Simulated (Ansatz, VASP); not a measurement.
Given: the input of a run of VASP 6.6.1 on Pd (Palladium). 

The input INCAR:

```
ALGO = Fast
EDIFF = 1E-6
ENCUT = 520
GGA = RP
ISIF = 2
ISMEAR = 0
LASPH = True
LCHARG = False
LREAL = False
LWAVE = False
NBANDS = 11
NELM = 100
PREC = Accurate
SIGMA = 0.1
```

KPOINTS

```
k-points
0
Gamma
  12 12 12
```

Contents of POSCAR:

```
Pd
2.7528
    0.000000000000      0.707098227260      0.707098227260
    0.707098227260      0.000000000000      0.707098227260
    0.707098227260      0.707098227260      0.000000000000
Pd
1
Direct
    0.0000000000      0.0000000000      0.0000000000
```

Potentials or basis: VASP PAW PBE potentials, release 64 (Pd).

Run with:

```console
$ cat potpaw_PBE.64/Pd/POTCAR > POTCAR
$ mpirun -np 1 vasp_std > vasp.out
```

Q: What does the same run look like in Ansatz 0.2.0? Potentials or basis there: Ansatz PAW, cutoff 420 eV.

A: As run (cutoffs and basis follow the program's own potentials, and thresholds, step limits or extra output files can differ):

Contents of input.yaml:

```yaml
crystal:
  lattice:
    - [0.0, 1.9465, 1.9465]
    - [1.9465, 0.0, 1.9465]
    - [1.9465, 1.9465, 0.0]
  atoms:
    - { symbol: Pd, position: [0.0, 0.0, 0.0] }
hamiltonian:
  xc: rpbe
  pseudopotentials: { kind: paw }
kpoints:
  mp_grid: { grid: [12, 12, 12] }
scf:
  occupations: { method: gaussian, width: 0.1 }
output:
  forces: true
  stress: true
  eigenvalues: true
```

Potentials or basis: Ansatz PAW.

Run with:

```console
$ ansatz run input.yaml --threads 2 --pin off --max-ram 5632MiB --backend cpu --events-out ev --progress --plain --runs-dir out
```

Both were run:

|  | VASP | Ansatz |
| --- | --- | --- |
| Pressure | 11.4 GPa | 11.6 GPa |

Ansatz's pressure holds a Pulay term of +0.08 GPa for its cutoff of 420 eV, which the other run lacks.

The potentials hold 10 and 18 valence electrons a cell.

VASP's potentials were made for PBE. Ansatz's potentials were made for PBE.

Where Ansatz's input types no cutoff or centring, it takes its own default and a Γ-centred mesh.

The cell lies far from this level's equilibrium.

Pressure is positive in compression.
